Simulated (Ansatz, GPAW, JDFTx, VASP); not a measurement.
Sr: 4 runs at one level of theory

```xyz
1
Lattice="0.0000 3.0423 3.0423 3.0423 0.0000 3.0423 3.0423 3.0423 0.0000" Properties=species:S:1:pos:R:3 pbc="T T T"
Sr    0.0000    0.0000    0.0000
```

Alike in all runs: task single point; functional LDA; k mesh 8 × 8 × 8; occupations gaussian, width 0.02 eV; no spin polarisation; no spin-orbit coupling. LDA stands for any of its common fits. Pressure is positive in compression and, in plane waves, holds the error of the finite cutoff.

```tsv
program and potentials	plane-wave cutoff (eV)	notes	band gap (eV)	pressure (GPa)
JDFTx, PseudoDojo-SR-LDA-0.4.1-standard with smoothed tails	925	-	no gap	-1.65
Ansatz, all-electron LAPW, scalar-relativistic	-	-	no gap	-1.64
GPAW, the program's PAW data sets (release 1.2.1) made for this functional	600	-	no gap	-1.61
VASP, LDA PAW files Sr_sv, release 54, 520 eV	520	-	no gap	-1.64
```

None finds a gap. The pressure spans -1.65 (JDFTx, PseudoDojo-SR-LDA-0.4.1-standard with smoothed tails) to -1.61 GPa (GPAW, the program's PAW data sets (release 1.2.1) made for this functional), with all-electron results at -1.64.

The functional is the same throughout but for its coding, so the spread measures potentials, basis and numerics; runs on potential files found faulty are left out.
